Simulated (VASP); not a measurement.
System: MgO (rock salt type), 2 atoms in the cell.

```yaml
crystal:
  lattice:
    - [0.00000, 2.12500, 2.12500]
    - [2.12500, 0.00000, 2.12500]
    - [2.12500, 2.12500, 0.00000]
  atoms:
    - { symbol: Mg, position: [0.00000, 0.00000, 0.00000] }
    - { symbol: O, position: [0.50000, 0.50000, 0.50000] }
```
Lattice in Å, positions in fractions of it.

Method: VASP, HSE06, plane waves, standard recommended PAW potentials.

Settings: cutoff 525 eV; orbitals from an earlier step on the same cell; potentials Mg_pv O; PREC = Accurate; HFSCREEN = 0.208; HFRCUT = 0; PRECFOCK = Normal; Fermi–Dirac smearing of 0.02 eV; no spin polarisation.

Q: How do gap, pressure and energy move with the Γ-centred k-mesh?

A: 
| mesh | gap on the mesh (eV) | pressure (GPa) | E − E(densest) (meV/atom) |
| --- | --- | --- | --- |
| 2³ | 6.283 | -1.60 | 313.9 |
| 4³ | 6.194 | -5.01 | 4.2 |
| 6³ | 6.180 | -5.02 | 0.0 |

Potentials made with PBE were used with another functional.
